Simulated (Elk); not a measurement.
Band structure of TePb

```
Te Pb
1.0
     0.00000    3.27090    3.27090
     3.27090    0.00000    3.27090
     3.27090    3.27090    0.00000
Te Pb
1 1
Direct
  0.00000 0.00000 0.00000
  0.50000 0.50000 0.50000
```

Atom numbers follow the list: Te1, Pb2.

Structure from Materials Project entry mp-19717 (possibly hypothetical), not relaxed further.

No spin–orbit coupling, which matters for the heavy atoms here.

All numbers below come from DFT, TB-mBJ exchange potential with LDA correlation, all-electron APW+lo, Dirac cores, scalar-relativistic bands in Elk 11.2.3 with local patches.

Settings: a Γ-centred 6×6×6 k mesh, Fermi–Dirac smearing of 0.0272 eV, R·Kmax = 8 on the mean sphere radius, lmax = 10, no spin polarisation; the energy settled, though the test on the potential was never met; no run of a second program bears this one out, and levels, gaps and moments can depend on Elk's basis and start.

Points in fractions of the reciprocal vectors of this cell: Γ (0, 0, 0), X (0.5, 0, 0.5), U (0.625, 0.25, 0.625), K (0.375, 0.375, 0.75), L (0.5, 0.5, 0.5), W (0.5, 0.25, 0.75). The path joins them by straight lines in the order Γ–X–U–K–Γ–L–W–X; legs that retrace an earlier one aren't tabulated. Energies are in eV from the top of the valence band.

**Question.** Metal or insulator at this level of theory?

**Answer.** An insulator or semiconductor: gap 1.20 eV, direct at L (0.5, 0.5, 0.5).

**Question.** Tabulate bands 12 to 18, counted from the lowest band of the run, along the path.

**Answer.** 
```tsv
k (1/Å)	point	band 12	band 13	band 14	band 15	band 16	band 17	band 18
0.00	Γ	-5.44	-1.31	-1.31	-1.31	4.29	4.29	4.29
0.19		-5.77	-1.46	-1.46	-0.79	2.96	4.29	4.29
0.38		-6.37	-1.82	-1.82	-0.57	2.10	4.47	4.47
0.58		-6.83	-2.22	-2.22	-2.10	3.67	4.22	4.89
0.77		-7.03	-3.54	-2.51	-2.51	3.86	5.35	5.35
0.96	X	-7.03	-4.14	-2.61	-2.61	3.74	5.57	5.57
1.07		-7.13	-4.10	-2.56	-2.52	3.87	5.29	5.38
1.19		-7.37	-3.98	-2.40	-2.26	4.09	4.64	5.07
1.30	U	-7.64	-3.79	-2.15	-1.90	3.76	3.87	5.47
1.45		-7.73	-3.60	-2.67	-1.05	2.59	4.45	5.70
1.59		-7.76	-3.24	-3.18	-0.44	1.88	5.02	5.19
1.74		-7.73	-3.60	-2.67	-1.05	2.59	4.45	5.70
1.89	K	-7.64	-3.79	-2.15	-1.90	3.76	3.87	5.47
2.09		-7.84	-3.28	-1.51	-1.09	2.58	2.59	5.28
2.30		-7.42	-2.63	-0.90	-0.31	1.74	1.86	4.64
2.50		-6.64	-1.97	-0.87	-0.35	2.10	2.28	4.30
2.70		-5.83	-1.49	-1.17	-0.98	3.39	3.48	4.26
2.91	Γ	-5.44	-1.31	-1.31	-1.31	4.29	4.29	4.29
3.07		-5.71	-1.28	-1.28	-1.15	3.79	3.87	3.87
3.24		-6.38	-1.21	-1.21	-0.79	2.90	3.07	3.07
3.41		-7.18	-1.10	-1.10	-0.44	2.07	2.31	2.31
3.57		-7.89	-0.98	-0.98	-0.14	1.45	1.77	1.77
3.74	L	-8.22	-0.92	-0.92	0.00	1.20	1.56	1.56
3.91		-8.15	-1.59	-1.32	-0.43	1.47	2.22	2.57
4.08		-7.97	-2.55	-2.35	-0.49	1.67	3.72	4.09
4.25		-7.76	-3.24	-3.18	-0.44	1.88	5.02	5.19
4.42	W	-7.66	-3.49	-3.49	-0.41	1.97	5.43	5.43
4.58		-7.51	-3.84	-3.09	-1.19	2.98	4.66	6.10
4.74		-7.20	-4.06	-2.75	-2.19	4.00	4.63	5.71
4.90	X	-7.03	-4.14	-2.61	-2.61	3.74	5.57	5.57
```

**Question.** What is the character of the state at the top of the valence band on the path?

**Answer.** Te p 42 %, Pb s 22 % inside the spheres, with 35 % between them (or in higher l).

**Question.** What is the character of the state at the bottom of the conduction band on the path?

**Answer.** Pb p 31 %, Te s 12 %, Te d 3 % inside the spheres, with 54 % between them (or in higher l).
